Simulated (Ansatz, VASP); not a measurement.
# One calculation of CuI (Marshite), two programs

```
CELL_PARAMETERS angstrom
2.83898 2.83898 0.00000
-2.83898 2.83898 0.00000
0.00000 2.83898 2.83898
ATOMIC_POSITIONS crystal
Cu 0.75000 0.25000 0.50000
I 0.00000 0.00000 0.00000
```

Alike in both runs: functional LDA; k mesh 6 × 6 × 6; no spin polarisation.

Ansatz relaxed the structure, and its values are those at the end. VASP's run is a single point on that final structure, the one shown.

|  | VASP | Ansatz |
| --- | --- | --- |
| version | VASP 6.6.1 | Ansatz 0.2.0 |
| potentials or method | VASP PAW LDA potentials, release 64 (Cu, I) | PAW with Ansatz's default frozen-core files, scalar-relativistic |
| plane-wave cutoff (eV) | 520 | 420 |
| occupations | gaussian, width 0.01 eV | fixed |
| valence electrons in the cell | 18 | 36 |

```csv
,VASP,Ansatz,Ansatz less VASP
gap on the k mesh at the Fermi level (eV),1.60,1.53,-0.069
pressure (GPa),7.1,7.0,-0.12
```

The two sets of potentials don't hold the same shells in valence.

Caveats: spin-orbit coupling is left out, which moves the levels of the heavy elements.
